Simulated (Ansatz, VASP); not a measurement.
## One calculation of Mg, two programs

```
CELL_PARAMETERS angstrom
2.78613 -1.95236 0.00000
2.78613 1.95236 0.00000
0.00000 0.00000 5.57731
ATOMIC_POSITIONS crystal
Mg 0.74677 0.25323 0.25000
Mg 0.25323 0.74677 0.75000
```

Alike in both runs: task single point; functional PBEsol; k mesh 6 × 6 × 4; occupations gaussian, width 0.1 eV; no spin polarisation.

|  | VASP | Ansatz |
| --- | --- | --- |
| version | VASP 6.6.1 | Ansatz 0.2.0 |
| potentials or method | VASP PAW PBE potentials, release 64 (Mg) | scalar-relativistic, plane waves, PAW |
| plane-wave cutoff (eV) | 520 | 420 |
| valence electrons in the cell | 4 | 20 |

VASP gave:

```
gap on the k mesh at the Fermi level (eV)       : none
pressure (GPa)                                  : -5.9
largest component of the traceless stress (GPa) : 0.73
rms of the force components (eV/Å)              : 0.009
```

Q: Which values does Ansatz return?

A: gap on the k mesh at the Fermi level (eV): none; pressure (GPa): -5.8; largest component of the traceless stress (GPa): 0.73; rms of the force components (eV/Å): 0.009.

Atom by atom the forces differ by 0.000 eV/Å (rms over components). A gap of «none» marks a metal or a gap that the smearing closes. The two sets of potentials don't hold the same shells in valence.

Caveats: the PAW data sets were made with another functional, which shifts forces and pressure a little (VASP).
